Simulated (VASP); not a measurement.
Here is a VASP 6.6.1 calculation.

INCAR

```
PREC     = Accurate       # precision mode
ENCUT    = 600            # plane-wave cutoff, eV
EDIFF    = 1E-6           # SCF threshold, eV
ISMEAR   = 0              # smearing method
SIGMA    = 0.03           # smearing width, eV
LREAL    = F              # projectors in reciprocal space
LASPH    = T              # aspherical terms in the spheres
NELM     = 80             # most SCF steps
ALGO     = Normal         # electronic algorithm
ISIF     = 3              # what is computed and relaxed
LWAVE    = F              # write WAVECAR
LCHARG   = F              # write CHGCAR
GGA      = PS             # functional
IBRION   = 2              # ionic algorithm
NSW      = 90             # ionic steps
EDIFFG   = -0.01          # ionic threshold
KPAR     = 2
```

Contents of KPOINTS:

```
regular mesh
0
Gamma
  8 8 8
```

POSCAR

```
Li2S
1.0
    0.0000000000      2.8445000000      2.8445000000
    2.8445000000      0.0000000000      2.8445000000
    2.8445000000      2.8445000000      0.0000000000
Li S
2 1
Direct
    0.2500000000      0.2500000000      0.2500000000
    0.7500000000      0.7500000000      0.7500000000
    0.0000000000      0.0000000000      0.0000000000
```

Potentials or basis: VASP PAW PBE potentials, release 64 (Li_sv, S).

Launch:

```bash
$ cat potpaw_PBE.64/Li_sv/POTCAR potpaw_PBE.64/S/POTCAR > POTCAR
$ mpirun -np 2 vasp_std > vasp.out
```

Problem. What does it give for the space group after relaxing (to 0.05 Å)?

Solution. Fm-3m (No. 225).

Problem. What does it give for the relaxed cell?

Solution. a = 3.998 Å, b = 3.998 Å, c = 3.998 Å, α = 60.00°, β = 60.00°, γ = 60.00°.

The path:
```csv
step,energy change (eV),largest force (eV/Å),pressure (GPa),volume (Å³)
1,0.0000,0.0000,-0.77,46.03
2,-0.0017,0.0000,-0.34,45.54
3,-0.0021,0.0000,-0.01,45.18
```

Caveat: the cutoff is under 1.25 times the usual one of these potentials, so pressure, stress and relaxed cells hold a basis-set (Pulay) error; the PAW data sets were made with another functional, which shifts forces and pressure a little.
